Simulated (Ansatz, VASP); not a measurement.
## Two plane-wave programs on BiH4

```
Bi H
1.0
    -2.45411    2.45411    2.45411
     2.45411   -2.45411    2.45411
     2.45411    2.45411   -2.45411
Bi H
1 4
Direct
  0.00000 0.00000 0.00000
  0.50000 0.50000 0.50000
  0.50000 0.00000 0.00000
  0.00000 0.00000 0.50000
  0.00000 0.50000 0.00000
```

Change from the starting cell: species swapped into the Hg4Pt type (Im-3m, No. 229).

Alike in both runs: task relaxation of cell and atoms; functional PBE; k mesh 12 × 12 × 12; occupations gaussian, width 0.1 eV; no spin polarisation.

```csv
,VASP,Ansatz
version,VASP 6.6.1,Ansatz 0.2.0
potentials or method,"VASP PAW PBE potentials, release 64 (Bi_d, H)","scalar-relativistic, plane waves, PAW"
plane-wave cutoff (eV),600,420
valence electrons in the cell,19,19
```

Ansatz gave:

- gap on the k mesh at the Fermi level, each at its own relaxed structure (eV): none
- relaxed volume (Å³/atom): 11.76
- relaxed cell length with the largest relative difference (Å): 4.242

Task: What did VASP give for the same quantities?

Result: gap on the k mesh at the Fermi level, each at its own relaxed structure (eV): none; relaxed volume (Å³/atom): 11.77; relaxed cell length with the largest relative difference (Å): 4.244.

A gap of «none» marks a metal or a gap that the smearing closes.

Caveats: spin-orbit coupling is left out, which moves the levels of the heavy elements.
